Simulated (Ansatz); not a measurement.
# MnO: the cost of one run

Method: DFT PBE+U (U_eff = 3.9 eV on Mn 3d), scalar-relativistic, plane waves, PAW, in Ansatz 0.2.0.

5 further runs of the same task are left out: 4 that didn't finish, 1 set aside as unsound or not needed.

### Step 1. The system as given

It takes space group Fm-3m (No. 225, cubic). Conventional cell: a = 4.444 Å, b = 4.444 Å, c = 4.444 Å, α = 90.00°, β = 90.00°, γ = 90.00°. Mn (site symmetry m-3m) has 6 O at 2.22 Å as nearest neighbours. O (site symmetry m-3m) has 6 Mn at 2.22 Å as nearest neighbours.

Structure file:

```cif
data_structure
_symmetry_space_group_name_H-M 'Fm-3m'
_symmetry_Int_Tables_number 225
_cell_length_a 4.4440
_cell_length_b 4.4440
_cell_length_c 4.4440
_cell_angle_alpha 90.000
_cell_angle_beta 90.000
_cell_angle_gamma 90.000
_cell_volume 87.77
loop_
_atom_site_label
_atom_site_type_symbol
_atom_site_symmetry_multiplicity
_atom_site_Wyckoff_symbol
_atom_site_fract_x
_atom_site_fract_y
_atom_site_fract_z
_atom_site_occupancy
Mn1 Mn 4 a 0.00000 0.00000 0.00000 1
O1 O 4 b 0.50000 0.00000 0.00000 1
```

The cell is the deposited one, not relaxed. An earlier run on this cell at PBE+U (U_eff = 3.9 eV on Mn 3d) gave 9.55 GPa at 10.971 Å³/atom (12×12×12 mesh), gap on the mesh 0.13 eV, moments in the atoms' spheres Mn 4.28; O 0.18 μB. The cell is compressed at this level.

### Step 2. Flat spin spiral, q = 0 Γ

File input.yaml:

```yaml
crystal:
  lattice:
    - [0.0, 2.2220003343, 2.2220003343]
    - [2.2220003343, 0.0, 2.2220003343]
    - [2.2220003343, 2.2220003343, 0.0]
  atoms:
    - { symbol: Mn, position: [0.0, 0.0, 0.0], spin: 4.7, spin_axis: [1.0, 0.0, 0.0] }
    - { symbol: O, position: [0.5, 0.5, 0.5] }
basis:
  ecutwfc: 420
  ecutrho_ratio: 4
kpoints:
  mp_grid: { grid: [12, 12, 12] }
hamiltonian:
  xc: pbe
  hubbard: { sites: [{ species: Mn, l: d, u_eff: 3.9 }] }
scf:
  occupations: { method: gaussian, width: 0.05 }
  lower_state_search: "off"
output:
  forces: true
  stress: false
  eigenvalues: true
  populations: true
  hubbard: { sites: [{ species: Mn, l: d }] }
magnetization:
  noncollinear: true
  spin_orbit: false
  spin_spiral: { q: [0, 0, 0] }
```

Started as:

```sh
ansatz run input.yaml --threads 4 --pin off --max-ram 9216MiB --backend cpu --events-out ev --progress --plain --runs-dir out
```

What time and memory should one allow on 4 threads of Arm Neoverse N1, shared host?

About 3.8 min, with a peak of 3.4 GiB.
